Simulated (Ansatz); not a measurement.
Crystal: Y.

```
Y
1.0
     3.64740    0.00000    0.00000
    -1.82370    3.15874    0.00000
     0.00000    0.00000    5.73060
Y
2
Direct
  0.66667 0.33333 0.75000
  0.33333 0.66667 0.25000
```

| Property | Result |
| --- | --- |
| Program | Ansatz 0.2.0 |
| Task | relaxation of cell and atoms |
| Functional | RPBE |
| Potentials or basis | Ansatz PAW |
| Cutoff | 420 eV (not typed: the program's choice for these potentials) |
| k mesh | 8 × 8 × 5 |
| Occupations | fermi-dirac, width 0.05 eV |
| Spin | no spin polarisation |

At the start: volume 33.01 Å³/atom.

Question: How do energy, volume and symmetry change on relaxing?

Answer: It ends after 4 steps and the volume is 34.19 Å³/atom (+3.6 %); space group P6_3/mmc (No. 194, to 0.05 Å).

The path:
```
step  energy change (eV)  largest force (eV/Å)  volume (Å³)
   1              0.0000                0.0000        66.02
   2             -0.0102                0.0000        68.40
   3             -0.0103                0.0000        68.37
   4             -0.0103                0.0000        68.37
```

Final structure:
```
Y
1.0
     3.69782    0.00000    0.00000
    -1.84891    3.20241    0.00000
     0.00000    0.00000    5.77357
Y
2
Cartesian
  1.8489 1.0675 4.3302
  0.0000 2.1349 1.4434
```

Caveat: the plane-wave basis is chosen anew once the cell has moved, so the energies of steps on either side of that aren't comparable; the PAW data sets come from PBE, with cores solved anew for the run's functional, which leaves a small shift of forces and pressure.
